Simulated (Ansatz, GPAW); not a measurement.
One calculation of Mo, 3 ways

```
Mo
1.0
    -1.58381    1.58381    1.58381
     1.58381   -1.58381    1.58381
     1.58381    1.58381   -1.58381
Mo
1
Direct
  0.00000 0.00000 0.00000
```

Alike in all runs: task band structure; functional RPBE; k mesh 12 × 12 × 12; occupations fermi-dirac, width 0.05 eV; no spin polarisation; no spin-orbit coupling. Pressure is positive in compression and, in plane waves, holds the error of the finite cutoff, which Ansatz's Pulay term estimates and takes out.

```tsv
program and potentials	plane-wave cutoff (eV)	notes	pressure (GPa)
Ansatz, Ansatz PAW	420	potentials made for PBE, which Ansatz adapts in part; Pulay term of +0.06 GPa included	1.58
Ansatz, all-electron LAPW, scalar-relativistic	-	-	1.53
GPAW, the program's PAW data sets (release 1.2.1) made for this functional	600	-	1.53
```

The pressure spans 1.53 (GPAW, the program's PAW data sets (release 1.2.1) made for this functional) to 1.58 GPa (Ansatz, Ansatz PAW), with all-electron results at 1.53. Some sets were made for another functional than the one run, which can shift their rows.

The functional is the same throughout but for its coding, so the spread measures potentials, basis and numerics; runs on potential files found faulty are left out.
